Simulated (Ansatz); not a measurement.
**How far is this GaP2 from the hull?**

These are results of Ansatz, DFT PBE, scalar-relativistic, plane waves, PAW, not measurements. Settings: cutoff 420 eV, Γ-centred meshes spaced at most about 0.3 Å⁻¹, and about 0.25 Å⁻¹ or finer for metals (2π included), Gaussian smearing. No spin polarisation.

The zero of energy is the elements' standard structures at the same level; no fitted shifts are applied. The references include black phosphorus.

These are static total energies at zero pressure. In GaP2 P4/mmm an odd number of electrons in the primitive cell allows no gap without spin; a larger cell or a magnetic state could open one. The reference form of P is held partly by dispersion forces, which this level lacks.

The competitors are the elements and 1 reference phase of this chemical system (from databases or known types: GaP), relaxed at the same level; other known phases may be missing.

The candidate was reached from: random cell.

```xyz
3
Lattice="2.5564 0.0000 0.0000 0.0000 2.5564 0.0000 0.0000 0.0000 7.7619" Properties=species:S:1:pos:R:3 pbc="T T T"
Ga    0.0000    0.0000    3.8810
P     0.0000    0.0000    6.6200
P     0.0000    0.0000    1.1419
```

The lowest competing mixture at this composition:

```
phase      space group             source  share of atoms  ΔE_f (eV/atom)
    P                -            element          0.3333         -0.0005
  GaP  F-43m (No. 216)  Materials Project          0.6667          -0.432
```

The lowest database cell of P (-0.0005) lies slightly below the reference, hence the non-zero entry.

Task: What are the hull's energy here, the candidate's formation energy and its margin?

Result: The hull lies at -0.288 eV/atom, the weighted sum of the last column. The candidate has 0.150 eV/atom, which is 0.44 eV/atom above it. The candidate matches no cell in the subsets of the Crystallography Open Database and the Materials Project at hand. A phase this far over the hull is unlikely to be made. It holds P–P pairs (shortest 2.28 Å).
